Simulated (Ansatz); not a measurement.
## Relativistic treatment of Sb

```
Sb
1.0
     0.00000    2.30500    2.30500
     2.30500    0.00000    2.30500
     2.30500    2.30500    0.00000
Sb
1
Direct
  0.00000 0.00000 0.00000
```

The geometry is COD entry 9013009, unchecked; take it as a test cell.

One fixed cell is solved with PBE by all-electron LAPW in Ansatz 0.2.0 under different relativistic treatments. Pressure is positive in compression.

Numerical set-up: a Γ-centred 12×12×12 k mesh, Fermi–Dirac smearing of 0.05 eV, basis error target 1 meV/atom, no spin polarisation.

```json
{"setting": "scalar-relativistic", "P (GPa)": "8.71"}
{"setting": "non-relativistic", "P (GPa)": "9.11"}
{"setting": "with spin–orbit coupling", "P (GPa)": "9.04"}
{"setting": "scalar-relativistic, inner shells corrected to Dirac", "P (GPa)": "8.72"}
```
